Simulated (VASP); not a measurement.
Wanted: the native input for a VASP 6.6.1 run.

```
Task                   : relaxation of cell and atoms
Functional             : PBE
Potentials or basis    : VASP PAW PBE potentials, release 64 (C)
Cutoff                 : 600 eV
k mesh                 : 14 × 14 × 14
Occupations            : gaussian, width 0.03 eV
Spin                   : no spin polarisation
Further INCAR settings : ALGO = Normal; EDIFF = 1e-06; IBRION = 2; EDIFFG = -0.01; NSW = 90; ISIF = 3
```

The structure of C lies in POSCAR:

```
C
1.0
    0.0000000000      1.7833700000      1.7833700000
    1.7833700000      0.0000000000      1.7833700000
    1.7833700000      1.7833700000      0.0000000000
C
2
Direct
    0.0000000000      0.0000000000      0.0000000000
    0.2500000000      0.2500000000      0.2500000000
```

This isn't the form of C at room conditions, which is graphite.

One way to write it, as run:

INCAR

```
SYSTEM = C
ALGO = Normal
EDIFF = 1E-6
EDIFFG = -0.01
ENCUT = 600
GGA = PE
IBRION = 2
ISIF = 3
ISMEAR = 0
LASPH = .True.
LCHARG = .False.
LREAL = .False.
LWAVE = .False.
NELM = 80
NSW = 90
PREC = Accurate
SIGMA = 0.03
```

KPOINTS

```
k-points
0
Gamma
  14 14 14
  0 0 0
```

Potentials or basis: VASP PAW PBE potentials, release 64 (C).

Command:

```sh
$ cat potpaw_PBE.64/C/POTCAR > POTCAR
$ mpirun -np 1 vasp_std > vasp.out
```

It gave:

```yaml
Relaxed_volume: 5.70 Å³/atom
Relaxed_cell: a = 2.526 Å, b = 2.526 Å, c = 2.526 Å, α = 60.00°, β = 60.00°, γ = 60.00°
Space_group_after_relaxing_to_0.05_Å: Fd-3m (No. 227)
Energy_gained_by_relaxing: 0.1 meV/atom
Ionic_steps: 3
Pressure_after_relaxing: 0.0 GPa
Band_gap_on_the_k_mesh: 4.12 eV, indirect (least direct gap 5.58 eV)
```

Wall time 13 s on 1 thread of Intel(R) Xeon(R) Platinum 8259CL CPU @ 2.50GHz (Skylake/Cascade Lake), with other jobs on the host, peak memory 0.12 GiB.
